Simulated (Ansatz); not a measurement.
## Compressing Na$_{2}$S: a fit and a missing row

Na$_{2}$S, Fm-3m, a = 6.501 Å. Ansatz: PBEsol, PAW, 420 eV, Γ-centred 8×8×8 mesh on 3 atoms, Gaussian smearing 0.02 eV; no spin polarisation. Symmetry fixes shape and atoms, so the cell is only scaled; pressure is positive in compression.

```tsv
V (Å³/atom)	P (GPa)
20.151	?
20.838	3.42
21.525	2.09
22.211	0.97
22.898	0.01
23.585	-0.81
24.272	-1.51
25.188	-2.29
```

Q: Take V0 = 22.898 Å³/atom, count pressures from its P0 = 0.01 GPa, fit the third-order Birch–Murnaghan form to the other rows, and predict the missing pressure.

A: With the Eulerian strain f = ½[(V0/V)^(2/3) − 1] and y = (P − P0)/[3f(1 + 2f)^(5/2)], the form is the line y = B0 + 1.5 B0 (B0′ − 4) f. Rows (f, y): 0.03243, 30.0; 0.02104, 29.7; 0.01026, 29.6; -0.00976, 29.4; -0.01905, 29.3; -0.03078, 29.2. Means f = 0.0006900, y = 29.533; Σ(Δf)² = 0.003002, ΣΔfΔy = 0.03533; the slope is their ratio. y = 29.53 + 11.77 f GPa, so B0 = 29.5 GPa and B0′ = 4 + 2 × (11.77)/(3 × 29.53) = 4.27. At V = 20.151, f = 0.04447, y = 30.05 and P = 4.97 GPa. The run gave 4.98 GPa, so the fit is 0.01 GPa too low, a small miss on the scale of the series.